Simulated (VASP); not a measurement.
# MoS2 (R-3m) in VASP: notebook, part 2 of 2

VASP 6.6.1. Earlier steps stand in the parts before.

**3. Single point, PBEsol, spin-orbit coupling, no magnetisation**

INCAR reads:

```
PREC = Accurate
ENCUT = 350
EDIFF = 1E-7
ISMEAR = 0
SIGMA = 0.02
LREAL = False
LASPH = True
NELM = 100
ALGO = Normal
ISIF = 2
LWAVE = False
LCHARG = False
MAGMOM = 0 0 0 0 0 0 0 0 0
LORBIT = 11
LSORBIT = True
GGA_COMPAT = False
LMAXMIX = 4
GGA = PS
NBANDS = 42
```

KPOINTS reads:

```
regular mesh
0
Gamma
  8 8 8
```

POSCAR reads:

```
MoS2
1.0
    1.5855000000      0.9153888518      6.1149966667
   -1.5855000000      0.9153888518      6.1149966667
    0.0000000000     -1.8307777036      6.1149966667
Mo S
1 2
Direct
    0.0000000000      0.0000000000      0.0000000000
    0.2500000000      0.2500000000      0.2500000000
    0.7500000000      0.7500000000      0.7500000000
```

Potentials or basis: VASP PAW PBE potentials, release 64 (Mo_sv, S).

Launch:

```console
cat potpaw_PBE.64/Mo_sv/POTCAR potpaw_PBE.64/S/POTCAR > POTCAR
mpirun -np 1 vasp_ncl > vasp.out
```

OUTCAR:

```text
PREC = Accurate
   ENCUT = 350
   EDIFF = 1E-7
   ISMEAR = 0
   LREAL = False
   LASPH = True
   NELM = 100
   ISIF = 2
   LORBIT = 11
   LSORBIT = True
   GGA = PS

 Found     65 irreducible k-points:

 Following reciprocal coordinates:
            Coordinates               Weight
  0.000000  0.000000  0.000000      1.000000
  0.125000  0.000000  0.000000      6.000000
  0.250000  0.000000  0.000000      6.000000
  0.375000  0.000000  0.000000      6.000000
  0.500000  0.000000  0.000000      3.000000
  0.125000  0.125000  0.000000      6.000000
   k-points           NKPTS =     65   k-points in BZ     NKDIM =     65   number of bands    NBANDS=     42
   number of dos      NEDOS =    301   number of ions     NIONS =      3
   total plane-waves  NPLWV =  64000
   dimension x,y,z NGX =    40 NGY =   40 NGZ =   40
   dimension x,y,z NGXF=    80 NGYF=   80 NGZF=   80
   ions per type =               1   2
   NGX,Y,Z   is equivalent  to a cutoff of  10.42, 10.42, 10.42 a.u.
   NGXF,Y,Z  is equivalent  to a cutoff of  20.84, 20.84, 20.84 a.u.
 SYSTEM =  unknown system
   PREC   = accura    normal or accurate (medium, high low for compatibility)
   ISTART =      0    job   : 0-new  1-cont  2-samecut
   ICHARG =      2    charge: 1-file 2-atom 10-const
   ISPIN  =      1    spin polarized calculation?
   LNONCOLLINEAR =      T non collinear calculations
   LSORBIT =      T    spin-orbit coupling
   LASPH  =      T    aspherical Exc in radial PAW
   ENCUT  =  350.0 eV  25.72 Ry    5.07 a.u.   9.74  9.74  9.74*2*pi/ulx,y,z
   NELM   =    100;   NELMIN=  2; NELMDL= -5     # of ELM steps
   EDIFF  = 0.1E-06   stopping-criterion for ELM
   LREAL  =      F    real-space projection
   EDIFFG = 0.1E-05   stopping-criterion for IOM
   NSW    =      0    number of steps for IOM
   IBRION =     -1    ionic relax: 0-MD 1-quasi-New 2-CG
   NFREE  =      0    steps in history (QN), initial steepest desc. (CG)
   ISIF   =      2    stress and relaxation
   ISYM   =      2    0-nonsym 1-usesym 2-fastsym
   POTIM  = 0.5000    time-step for ionic-motion
   TEBEG  =    0.0;   TEEND  =   0.0 temperature during run
   PSTRESS=    0.0 pullay stress
   NELECT =      26.0000    total number of electrons
   NUPDOWN=      -1.0000    fix difference up-down
   EMIN   =  10.00;   EMAX   =-10.00  energy-range for DOS
   EFERMI =   0.00;   METHOD = LEGACY
   ISMEAR =     0;   SIGMA  =   0.02  broadening in eV -4-tet -1-fermi 0-gaus
   EFERMI_NEDOS =   21; number of points for ismear=-14 and -15
   IALGO  =     38    algorithm
   IMIX   =      4    mixing-type and parameters
     AMIX     =   0.40;   BMIX     =  1.00
     AMIX_MAG =   1.60;   BMIX_MAG =  1.00
  volume/ion in A,a.u.               =      17.75       119.78
  Fermi-wavevector in a.u.,A,eV,Ry     =   1.289118  2.436081 22.610522  1.661826
  Thomas-Fermi vector in A             =   2.421031
   LORBIT       =     11    0 simple, 1 ext, 2 COOP (PROOUT), +10 PAW based schemes
   GGA     = PS    functional components
   LHFCALC =     F    Hartree Fock is set to
   AEXX    =    0.0000 exact exchange contribution
   IVDW    =     0    specifies the selected vdW correction
   LEPSILON=     F    determine dielectric tensor
   LRPA    =     F    only Hartree local field effects (RPA)
 Gauss-broadening in eV      SIGMA  =   0.02
  energy-cutoff  :      350.00
  volume of cell :       53.25
 maximum number of plane-waves:      1616
   NGX = 19   NGY = 19   NGZ = 19

 number of electron      26.0000007 magnetization      -0.0000000     -0.0000000     -0.0000000

 number of electron      26.0000007 magnetization      -0.0000000      0.0000000     -0.0000000

 number of electron      26.0000007 magnetization       0.0000000      0.0000000      0.0000000

 number of electron      26.0000007 magnetization      -0.0000000      0.0000000      0.0000000

 Free energy of the ion-electron system (eV)
  ---------------------------------------------------
  ext. energy  EPLUGINS =         0.00000000
  ---------------------------------------------------
  free energy    TOTEN  =       -22.67453588 eV

  energy without entropy =      -22.67436724  energy(sigma->0) =      -22.67445156

 E-fermi :   7.6902     XC(G=0): -11.0049

 val. band max:        7.6572548330   @ k =   0.5000   0.5000   0.5000
 cond. band min:       7.7038167447   @ k =  -0.3750   0.2500   0.0000
 fundamental gap:      0.0465619117
 Fermi energy:         7.6901911391

 k-point     1 :       0.0000    0.0000    0.0000
  band No.  band energies     occupation
      1     -53.9614      1.00000
      2     -53.9614      1.00000
      3     -29.6536      1.00000
      4     -29.6536      1.00000
      5     -27.2683      1.00000
      6     -27.2683      1.00000
[... 235 lines left out ...]
     37      15.1839      0.00000
     38      15.1839      0.00000

 [... further k-points ...]

 [bands above 38 left out]

------------------------ aborting loop because EDIFF is reached ----------------------------------------

  FORCE on cell =-STRESS in cart. coord.  units (eV):
  Direction    XX          YY          ZZ          XY          YZ          ZX
  --------------------------------------------------------------------------------------
  -------------------------------------------------------------------------------------
  Total        0.2950678      0.2950678      1.8936388      0.0000000     -0.0000000      0.0000000
  in kB        8.8779588      8.8779588     56.9755301      0.0000000     -0.0000000      0.0000000
  external PRESSURE =      24.9104825 kB  Pullay stress =       0.0000000 kB

 VOLUME and BASIS-vectors are now :
 -----------------------------------------------------------------------------
  energy-cutoff  :      350.00
  volume of cell :       53.25
      direct lattice vectors                 reciprocal lattice vectors
     1.585500000  0.915388852  6.114996667     0.315357931  0.182071986  0.054510796
    -1.585500000  0.915388852  6.114996667    -0.315357931  0.182071986  0.054510796
     0.000000000 -1.830777704  6.114996667     0.000000000 -0.364143973  0.054510796

 POSITION                                       TOTAL-FORCE (eV/Angst)
 -----------------------------------------------------------------------------------
      0.00000      0.00000      0.00000         0.000000     -0.000000      0.000000
      0.00000      0.00000      4.58625         0.000000     -0.000000     -0.766696
      0.00000      0.00000     13.75874         0.000000      0.000000      0.766696
 -----------------------------------------------------------------------------------
    total drift:                                0.000000      0.000000     -0.000000

  FREE ENERGIE OF THE ION-ELECTRON SYSTEM (eV)
  ---------------------------------------------------
  free  energy   TOTEN  =       -22.6745358765 eV

  energy  without entropy=      -22.6743672351  energy(sigma->0) =      -22.67445156

 Spin-Orbit-Coupling matrix elements

 Ion:    1  E_soc:     -0.1964952
 l=   1
     0.0000000    -0.0294875    -0.0292928
    -0.0294875     0.0000000    -0.0294875
    -0.0292928    -0.0294875     0.0000000
 l=   2
     0.0000000    -0.0005331     0.0000000    -0.0005331    -0.0032443
    -0.0005331     0.0000000    -0.0021368    -0.0003296    -0.0005331
     0.0000000    -0.0021368     0.0000000    -0.0021368     0.0000000
    -0.0005331    -0.0003296    -0.0021368     0.0000000    -0.0005331
    -0.0032443    -0.0005331     0.0000000    -0.0005331     0.0000000
 l=   3
     0.0000000     0.0000000     0.0000000     0.0000000     0.0000000     0.0000000     0.0000000
     0.0000000     0.0000000     0.0000000     0.0000000     0.0000000     0.0000000     0.0000000
     0.0000000     0.0000000     0.0000000     0.0000000     0.0000000     0.0000000     0.0000000
     0.0000000     0.0000000     0.0000000     0.0000000     0.0000000     0.0000000     0.0000000
[... 29 lines left out ...]
 l=   2
     0.0000000     0.0000000     0.0000000     0.0000000     0.0000000
     0.0000000     0.0000000     0.0000000     0.0000000     0.0000000
     0.0000000     0.0000000     0.0000000     0.0000000     0.0000000
     0.0000000     0.0000000     0.0000000     0.0000000     0.0000000
     0.0000000     0.0000000     0.0000000     0.0000000     0.0000000
 l=   3
     0.0000000     0.0000000     0.0000000     0.0000000     0.0000000     0.0000000     0.0000000
     0.0000000     0.0000000     0.0000000     0.0000000     0.0000000     0.0000000     0.0000000
     0.0000000     0.0000000     0.0000000     0.0000000     0.0000000     0.0000000     0.0000000
     0.0000000     0.0000000     0.0000000     0.0000000     0.0000000     0.0000000     0.0000000
     0.0000000     0.0000000     0.0000000     0.0000000     0.0000000     0.0000000     0.0000000
     0.0000000     0.0000000     0.0000000     0.0000000     0.0000000     0.0000000     0.0000000
     0.0000000     0.0000000     0.0000000     0.0000000     0.0000000     0.0000000     0.0000000

 total charge

# of ion       s       p       d       tot
------------------------------------------
    1        2.308   6.237   3.969  12.514
    2        1.360   2.319   0.000   3.679
    3        1.360   2.319   0.000   3.679
--------------------------------------------------
tot          5.028  10.875   3.969  19.873

 magnetization (x)

# of ion       s       p       d       tot
------------------------------------------
    1        0.000   0.000   0.000   0.000
    2       -0.000  -0.000   0.000  -0.000
    3       -0.000  -0.000   0.000  -0.000
--------------------------------------------------
tot         -0.000  -0.000   0.000  -0.000

 magnetization (y)

# of ion       s       p       d       tot
------------------------------------------
    1        0.000   0.000  -0.000  -0.000
    2        0.000   0.000   0.000   0.000
    3        0.000   0.000   0.000   0.000
--------------------------------------------------
tot          0.000   0.000  -0.000   0.000

 magnetization (z)

# of ion       s       p       d       tot
------------------------------------------
    1        0.000   0.000   0.000   0.000
    2        0.000   0.000   0.000   0.000
    3        0.000   0.000   0.000   0.000
--------------------------------------------------
tot          0.000   0.000   0.000   0.000
```

Wall time 5.4 min (1 thread of AMD EPYC 9R45 (Zen 5), shared host); peak memory 0.48 GiB.

These settings aren't checked as converged: the numbers below hold their error.

Results:

| Quantity | Value |
| --- | --- |
| Free energy | -22.6745 eV |
| Pressure | 2.5 GPa |
| Largest force | 0.767 eV/Å |
| Valence electrons inside the program's atomic spheres | Mo 12.51; S 3.68 |

Caveat: the PAW data sets were made with another functional, which shifts forces and pressure a little; the cell's inner coordinates are idealised or old, which leaves forces on the atoms.

**4. Single point, PBEsol, spin-orbit coupling, no magnetisation**

INCAR is that of step 3.

KPOINTS reads:

```
regular mesh
0
Gamma
  3 3 3
```

POSCAR is that of step 3.

Launch:

```console
cat potpaw_PBE.64/Mo_sv/POTCAR potpaw_PBE.64/S/POTCAR > POTCAR
mpirun -np 1 vasp_ncl > vasp.out
```

Run time: 47 s. Hardware: 1 thread of AMD EPYC 9R45 (Zen 5), shared host; peak memory 0.43 GiB.

These settings aren't checked as converged: the numbers below hold their error.

Results:

* Free energy: -22.8028 eV
* Pressure: 3.1 GPa
* Largest force: 0.154 eV/Å
* Valence electrons inside the program's atomic spheres: Mo 12.50; S 3.70

Caveat: the k mesh is coarse (spacing up to 0.77 Å⁻¹), so the values aren't converged; the PAW data sets were made with another functional, which shifts forces and pressure a little; the cell's inner coordinates are idealised or old, which leaves forces on the atoms.
